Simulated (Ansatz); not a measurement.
## CoSi$_{2}$: strain energy, fitted

CoSi$_{2}$, Fm-3m, a = 5.360 Å. Ansatz: PBE, PAW, 420 eV, Γ-centred 10×10×8 mesh on 6 atoms, Gaussian smearing 0.10 eV; no spin polarisation. Series: biaxial strain in the a-b plane, c and atoms relaxed; x is the strain in per cent. The axes a, b, c are those of the computed cell (3.790, 3.790, 5.360 Å), along [1 1 0], [-1 1 0], [0 0 1] of the cell named above. y is the free energy over the unstrained cell, V0 = 12.832 Å³/atom.

| x (%) | y (meV/atom) |
| --- | --- |
| -4.5 | 34.16 |
| -3.0 | 14.94 |
| -1.5 | ? |
| 0.0 | 0.00 |
| 1.5 | 4.18 |
| 3.0 | 15.52 |
| 4.5 | 34.11 |

**Question.** Fit y = c2 x² + c3 x³ to the other rows, turn c2 into a modulus, and predict the missing energy.

**Answer.** Least squares on the rows shown. y = 1.6876 x² + 0.00068573 x³. In eV per unit strain² c2 is 16.88; M is the biaxial modulus (E = M V0 ε²): 16.88 × 160.2 / (12.832) = 211 GPa. The unstrained cell keeps some stress along the strain, worth a slope of 0.17 meV/atom per %, which the form leaves out. At x = -1.5 the fit asked for gives 3.79 meV/atom. The run gave 3.48 meV/atom, so the fit is 0.31 meV/atom too high, within twice the rms miss on the fitted rows (0.25 meV/atom).